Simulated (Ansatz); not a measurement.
**(001) slab of rocksalt PbTe, 9.7 Å thick as cut, bare faces**

Ansatz, PAW, plane waves, no spin–orbit coupling unless named; atoms relaxed with PBEsol, the curve by HSE06. The curve holds the local part of the PAW potentials, so its shape inside matter depends on the files.

```cif
data_structure
_symmetry_space_group_name_H-M 'P 1'
_symmetry_Int_Tables_number 1
_cell_length_a 4.5538
_cell_length_b 4.5538
_cell_length_c 22.6600
_cell_angle_alpha 90.000
_cell_angle_beta 90.000
_cell_angle_gamma 90.000
_cell_volume 469.90
loop_
_atom_site_label
_atom_site_type_symbol
_atom_site_fract_x
_atom_site_fract_y
_atom_site_fract_z
_atom_site_occupancy
Te1 Te 0.49869 0.50024 0.28428 1
Te2 Te 0.49882 0.49922 0.57001 1
Te3 Te 0.99951 0.99973 0.43035 1
Te4 Te 0.99883 0.99839 0.71600 1
Pb1 Pb 0.00187 0.99781 0.29634 1
Pb2 Pb 0.99911 0.00044 0.58013 1
Pb3 Pb 0.50091 0.49944 0.42020 1
Pb4 Pb 0.50081 0.50247 0.70394 1
```

Planar mean of the electrostatic potential energy along the normal, from the vacuum level:

| z (Å) | v (eV) |
| --- | --- |
| 0.00 | 0.00 |
| 0.28 | 0.00 |
| 0.71 | 0.00 |
| 0.99 | 0.00 |
| 1.42 | 0.00 |
| 1.70 | 0.00 |
| 1.98 | 0.00 |
| 2.41 | 0.00 |
| 2.69 | 0.00 |
| 3.12 | -0.01 |
| 3.40 | -0.01 |
| 3.68 | -0.03 |
| 4.11 | -0.08 |
| 4.39 | -0.17 |
| 4.82 | -0.56 |
| 5.10 | -1.21 |
| 5.52 | -3.93 |
| 5.81 | -6.90 |
| 6.09 | -9.01 |
| 6.51 | -9.91 |
| 6.80 | -11.35 |
| 7.22 | -10.34 |
| 7.51 | -6.14 |
| 7.79 | -3.07 |
| 8.21 | -2.33 |
| 8.50 | -3.57 |
| 8.92 | -9.51 |
| 9.21 | -11.80 |
| 9.49 | -11.00 |
| 9.91 | -9.76 |
| 10.20 | -9.12 |
| 10.62 | -4.75 |
| 10.91 | -2.29 |
| 11.33 | -1.23 |
| 11.61 | -1.65 |
| 11.90 | -3.25 |
| 12.32 | -7.90 |
| 12.60 | -9.64 |
| 13.03 | -10.27 |
| 13.31 | -11.62 |
| 13.60 | -11.18 |
| 14.02 | -5.21 |
| 14.30 | -2.76 |
| 14.73 | -2.46 |
| 15.01 | -4.20 |
| 15.30 | -8.28 |
| 15.72 | -11.78 |
| 16.00 | -10.62 |
| 16.43 | -9.35 |
| 16.71 | -8.24 |
| 17.00 | -5.46 |
| 17.42 | -1.80 |
| 17.70 | -0.83 |
| 18.13 | -0.26 |
| 18.41 | -0.12 |
| 18.69 | -0.06 |
| 19.12 | -0.02 |
| 19.40 | -0.01 |
| 19.83 | 0.00 |
| 20.11 | 0.00 |
| 20.54 | 0.00 |
| 20.82 | 0.00 |
| 21.10 | 0.00 |
| 21.53 | 0.00 |
| 21.81 | 0.00 |
| 22.24 | 0.00 |
| 22.52 | 0.00 |

(1) How far below the vacuum level do the top filled and the lowest empty level lie, by each functional?

Answers

(1) PBEsol: 4.76 and 3.56 eV (gap 1.20 eV, a 6×6×1 mesh); HSE06: 4.93 and 3.28 eV (gap 1.64 eV, a 4×4×1 mesh); r²SCAN: 4.79 and 3.30 eV (gap 1.50 eV, a 4×4×1 mesh). Either level can be a surface state and not a band edge of the crystal.
